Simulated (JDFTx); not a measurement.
As:

```
CELL_PARAMETERS angstrom
1.88080 1.08588 3.51406
-1.88080 1.08588 3.51406
0.00000 -2.17176 3.51406
ATOMIC_POSITIONS crystal
As 0.22600 0.22600 0.22600
As 0.77400 0.77400 0.77400
```

- Program: JDFTx 1.7.0 (patched build)
- Task: relaxation of cell and atoms
- Functional: revPBE
- Potentials or basis: SG15-PBE-1.2 with smoothed tails
- Cutoff: 1088 eV
- Density cutoff: 8708 eV
- k mesh: 3 × 3 × 3
- Occupations: fermi-dirac, width 0.05 eV
- Spin: no spin polarisation

At the start: pressure 5.2 GPa; volume 21.53 Å³/atom.

Task: How do energy, volume and symmetry change on relaxing?

Result: Over 11 steps the energy falls by 37.5 meV/atom and the volume is 22.68 Å³/atom (+5.3 %); space group R-3m (No. 166, to 0.05 Å).

Step by step:
```csv
step,energy change (eV),largest force (eV/Å),pressure (GPa),volume (Å³)
1,0.0000,0.1058,5.16,43.06
2,-0.0187,0.0100,3.97,43.51
3,-0.0495,0.1183,1.80,44.56
4,-0.0697,0.0504,-0.26,45.90
5,-0.0726,0.0714,-0.34,45.99
6,-0.0737,0.0366,-0.08,45.69
7,-0.0745,0.0072,-0.07,45.56
8,-0.0748,0.0066,-0.04,45.50
9,-0.0751,0.0099,-0.01,45.39
10,-0.0751,0.0003,0.00,45.37
11,-0.0751,0.0002,0.00,45.36
```

Final structure:
```
CELL_PARAMETERS angstrom
1.95628 1.12945 3.42184
-1.95628 1.12945 3.42184
0.00000 -2.25891 3.42184
ATOMIC_POSITIONS crystal
As 0.22494 0.22494 0.22494
As 0.77506 0.77506 0.77506
```

Caveat: the k mesh is coarse (spacing up to 0.67 Å⁻¹), so the values aren't converged; the potentials were made for another functional, which shifts forces and pressure.
